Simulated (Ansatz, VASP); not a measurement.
Two plane-wave programs on Na

POSCAR

```
Na
3.767
    1.000000000000      0.000000000000      0.000000000000
   -0.500000000000      0.866025403796      0.000000000000
    0.000000000000      0.000000000000      1.633660737988
Na
2
Direct
    0.6666666667      0.3333333333      0.7500000000
    0.3333333333      0.6666666667      0.2500000000
```

Contents of INCAR.step1:

```
SYSTEM = Na
PREC = Accurate
ENCUT = 520
EDIFF = 1E-5
ISMEAR = 1
SIGMA = 0.1
LREAL = .False.
LASPH = .True.
NELM = 100
ALGO = Normal
ISIF = 2
LWAVE = .True.
LCHARG = .False.
GGA = PE
```

INCAR.step2

```
SYSTEM = Na
PREC = Accurate
ENCUT = 520
EDIFF = 1E-6
ISMEAR = 1
SIGMA = 0.1
LREAL = .False.
LASPH = .True.
NELM = 100
ALGO = Normal
ISIF = 2
LWAVE = .False.
LCHARG = .False.
METAGGA = R2SCAN
LHFCALC = .True.
AEXX = 0.25
LMIXTAU = .True.
PRECFOCK = Normal
ISTART = 1
```

KPOINTS

```
regular mesh
0
Gamma
  4 4 3
  0 0 0
```

The input KPOINTS_OPT:

```
path GMKGALHA,LM,KH
12
line-mode
reciprocal
 0.0000000000  0.0000000000  0.0000000000  G
 0.5000000000  0.0000000000  0.0000000000  M

 0.5000000000  0.0000000000  0.0000000000  M
 0.3333333333  0.3333333333  0.0000000000  K

 0.3333333333  0.3333333333  0.0000000000  K
 0.0000000000  0.0000000000  0.0000000000  G

 0.0000000000  0.0000000000  0.0000000000  G
 0.0000000000  0.0000000000  0.5000000000  A

 0.0000000000  0.0000000000  0.5000000000  A
 0.5000000000  0.0000000000  0.5000000000  L

 0.5000000000  0.0000000000  0.5000000000  L
 0.3333333333  0.3333333333  0.5000000000  H

 0.3333333333  0.3333333333  0.5000000000  H
 0.0000000000  0.0000000000  0.5000000000  A

 0.5000000000  0.0000000000  0.5000000000  L
 0.5000000000  0.0000000000  0.0000000000  M

 0.3333333333  0.3333333333  0.0000000000  K
 0.3333333333  0.3333333333  0.5000000000  H
```

The input input.yaml:

```yaml
crystal:
  lattice:
    - [3.767, 0.0, 0.0]
    - [-1.8835, 3.2623176961, 0.0]
    - [0.0, 0.0, 6.154]
  atoms:
    - { symbol: Na, position: [0.6666666667, 0.3333333333, 0.75] }
    - { symbol: Na, position: [0.3333333333, 0.6666666667, 0.25] }
hamiltonian:
  xc: r2scan0
  pseudopotentials: { kind: paw }
kpoints:
  mp_grid: { grid: [4, 4, 3] }
scf:
  occupations: { method: methfessel_paxton, width: 0.1 }
output:
  forces: true
  stress: true
  eigenvalues: true
```

This isn't the form of Na at room conditions, which is bcc.

Alike in both runs: functional r2SCAN0; k mesh 4 × 4 × 3; occupations methfessel-paxton of order 1, width 0.1 eV; no spin polarisation.

|  | VASP | Ansatz |
| --- | --- | --- |
| version | VASP 6.6.1 | Ansatz 0.2.0 |
| potentials or method | VASP PAW PBE potentials, release 64 (Na_pv) | Ansatz PAW |
| plane-wave cutoff (eV) | 520 | 500 |
| valence electrons in the cell | 14 | 18 |
| task | band structure | single point |

Ansatz gave:

```
gap on the k mesh at the Fermi level (eV)       : none
pressure (GPa)                                  : 0.2
largest component of the traceless stress (GPa) : 0.46
```

**Question.** Which values does VASP return?

**Answer.** gap on the k mesh at the Fermi level (eV): none; pressure (GPa): 0.2; largest component of the traceless stress (GPa): 0.42.

A gap of «none» marks a metal or a gap that the smearing closes. With one functional, cell and mesh, what is left measures potentials, basis and numerics. The two sets of potentials don't hold the same shells in valence.

Caveats: the k mesh is coarse (spacing up to 0.48 Å⁻¹), so the values aren't converged, least of all with exact exchange; an unscreened hybrid on a path of extra k points without a Coulomb cutoff has errors near the mesh points, so the bands along the path aren't reliable (VASP); the PAW data sets were made with another functional, which shifts forces and pressure a little (VASP); the PAW data sets come from PBE, with cores solved anew for the run's functional, which leaves a small shift of forces and pressure (Ansatz); the thresholds are loose for stress (Ansatz).
